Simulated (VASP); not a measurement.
A run of VASP 6.6.1 is set up as follows.

Contents of INCAR:

```
PREC = Accurate
ENCUT = 520
EDIFF = 1E-7
ISMEAR = 0
SIGMA = 0.05
LREAL = F
LASPH = T
NELM = 80
ALGO = Normal
ISIF = 2
LWAVE = F
LCHARG = F
ISPIN = 2
MAGMOM = 1 0
LORBIT = 11
NUPDOWN = 2
LMAXMIX = 4
LDAU = T
LDAUTYPE = 2
LDAUL = 2 -1
LDAUU = 2 0
LDAUJ = 0 0
LDAUPRINT = 1
METAGGA = R2SCAN
LMIXTAU = T
NBANDS = 20
```

KPOINTS

```
Automatic mesh
0
Gamma
  7 7 7
```

POSCAR

```
TiO
1.0
    2.7083400800      0.0000000000      0.0000000000
    0.0000000000      2.7083400800      0.0000000000
    0.0000000000      0.0000000000      2.7083400800
Ti O
1 1
Direct
    0.0000000000      0.0000000000      0.0000000000
    0.5000000000      0.5000000000      0.5000000000
```

Potentials or basis: VASP PAW PBE potentials, release 64 (Ti_sv, O).

Launch:

```bash
$ cat potpaw_PBE.64/Ti_sv/POTCAR potpaw_PBE.64/O/POTCAR > POTCAR
$ mpirun -np 1 vasp_std > vasp.out
```

Question: Predict the pressure.

Answer: 14.0 GPa.

Eigenvalues of the final occupation matrices:
| site | spin | trace | eigenvalues |
| --- | --- | --- | --- |
| site 1 d | 1 | 1.91 | 0.08 0.08 0.08 0.83 0.83 |
| site 1 d | 2 | 0.20 | 0.01 0.01 0.06 0.06 0.06 |

Caveat: the PAW data sets were made with another functional, which shifts forces and pressure a little; the total moment is fixed, so each spin has its own Fermi level. The state reached can hang on the start; a lower one may exist.
